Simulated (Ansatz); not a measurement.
A crystal relaxed with r2SCAN in Ansatz 0.2.0 has space group Fm-3m (No. 225) and a = 6.995 Å.

```csv
atom,site,x,y,z
Xx,4a,0.0000,0.0000,0.0000
Cl,8c,0.2500,0.7500,0.7500
```

With r2SCAN the valence top lies at X and the conduction bottom at Γ, 5.94 eV higher; the smallest vertical gap, at X, is 5.99 eV. The HSE06 gap is indirect, 6.59 eV (X to Γ), below the direct gap of 6.83 eV at X. The PBE gap is indirect, 5.31 eV (X to Γ), below the direct gap of 5.51 eV at X. Meshes: r2SCAN 6×6×6, HSE06 4×4×4, PBE 6×6×6. r2SCAN's ε∞ is 2.8 in all directions.

Problem. Which element is Xx?
A. Mg
B. Sr
C. Ca
D. Ba

Solution. B. Xx is Sr: SrCl2 (started from an entry of an open crystallographic database). Sr has 8 Cl at 3.03 Å; Cl has 4 Sr at 3.03 Å.

The values are computed, spin-unpolarised, and not measurements.

The meshes of the hybrids are coarse, so their gaps aren't converged to the digits shown.
